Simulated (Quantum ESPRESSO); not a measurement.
ZrC:

```
CELL_PARAMETERS angstrom
0.00000 2.36500 2.36500
2.36500 0.00000 2.36500
2.36500 2.36500 0.00000
ATOMIC_POSITIONS crystal
Zr 0.50000 0.50000 0.50000
C 0.00000 0.00000 0.00000
```

```yaml
Program: Quantum ESPRESSO 7.5
Task: single point
Functional: PBE
Potentials_or_basis: SSSP 1.3 efficiency PBE
Cutoff: 748 eV
Density_cutoff: 5987 eV
k_mesh: 10 × 10 × 10
Occupations: fermi-dirac, width 0.05 eV
Spin: no spin polarisation
```

On this cell: pressure -3.1 GPa; largest force zero by symmetry; band gap on the k mesh none (metal or under the smearing width).

The same run follows on a disturbed copy (atoms moved at random, drawn with an rms of 0.05 Å):

```xyz
2
Lattice="0.0000 2.3650 2.3650 2.3650 0.0000 2.3650 2.3650 2.3650 0.0000" Properties=species:S:1:pos:R:3 pbc="T T T"
Zr    2.3705    2.3569    2.3320
C     0.0399    0.0252   -0.0370
```

**Question.** What does the disturbed cell give?

**Answer.** The energy (extrapolated to zero smearing) moves by +3.9 meV/atom; pressure -2.9 GPa; largest force 0.307 eV/Å; band gap on the k mesh none (metal or under the smearing width).

Forces on the atoms (eV/Å):
```
Zr   0.219  0.213 -0.026
C   -0.219 -0.213  0.026
```

Stress tensor (GPa, compression positive):
```
-2.79 -0.14  0.02
-0.14 -2.81  0.02
 0.02  0.02 -3.05
```
